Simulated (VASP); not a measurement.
**From an Ansatz input to VASP: MgO (zincblende)**

Ansatz input

```yaml
crystal:
  lattice:
    - [0.0, 2.2820056617, 2.2820056617]
    - [2.2820056617, 0.0, 2.2820056617]
    - [2.2820056617, 2.2820056617, 0.0]
  atoms:
    - { symbol: Mg, position: [0.0, 0.0, 0.0] }
    - { symbol: O, position: [0.25, 0.25, 0.25] }
kpoints:
  mp_grid: { grid: [10, 10, 10] }
  band_path:
    path:
      - [0.0, 0.0, 0.0]
      - [-0.5, -0.5, 0.0]
      - [-0.375, -0.375, 0.25]
      - [-0.375, 0.0, 0.375]
      - [0.0, 0.0, 0.5]
      - [-0.5, -0.25, 0.25]
    npoints: 1
hamiltonian:
  xc: r2scan
scf:
  occupations: { method: fixed }
  n_extra_bands: 4
output:
  forces: true
  stress: true
  eigenvalues: true
```

Problem. Which VASP files do the same job?

Solution. 

INCAR

```
LWAVE = .FALSE.
ISMEAR = 0
IBRION = -1
EDIFF = 1E-7
SIGMA = 0.01
NBANDS = 11
NSW = 0
LREAL = .FALSE.
LASPH = .TRUE.
METAGGA = R2SCAN
LCHARG = .FALSE.
NELM = 120
ENCUT = 520
PREC = Accurate
ISIF = 2
ALGO = Normal
```

KPOINTS

```
KPOINTS created by Atomic Simulation Environment
0
Gamma
10 10 10
0 0 0
```

KPOINTS_OPT

```
special points
6
Reciprocal
0.0000000000 0.0000000000 0.0000000000 1
-0.5000000000 -0.5000000000 0.0000000000 1
-0.3750000000 -0.3750000000 0.2500000000 1
-0.3750000000 0.0000000000 0.3750000000 1
0.0000000000 0.0000000000 0.5000000000 1
-0.5000000000 -0.2500000000 0.2500000000 1
```

POSCAR

```
Mg O
 1.0000000000000000
     0.0000000000000000    2.2820056617247078    2.2820056617247078
     2.2820056617247078    0.0000000000000000    2.2820056617247078
     2.2820056617247078    2.2820056617247078    0.0000000000000000
 Mg  O
   1   1
Cartesian
  0.0000000000000000  0.0000000000000000  0.0000000000000000
  1.1410028308623539  1.1410028308623539  1.1410028308623539
```

VASP ran with the recommended PBE PAW datasets (8 valence electrons in the cell). Other inputs would serve too.

```tsv
	Ansatz	VASP
gap between bands v and c	4.34 eV	4.32 eV
least direct gap	4.34 eV	4.32 eV
pressure	0.0 GPa	-0.6 GPa
```

The two codes use different PAW datasets and cutoffs. VASP's cell holds 8 valence electrons and Ansatz's 16. Ansatz's stress includes a Pulay correction; VASP's doesn't.
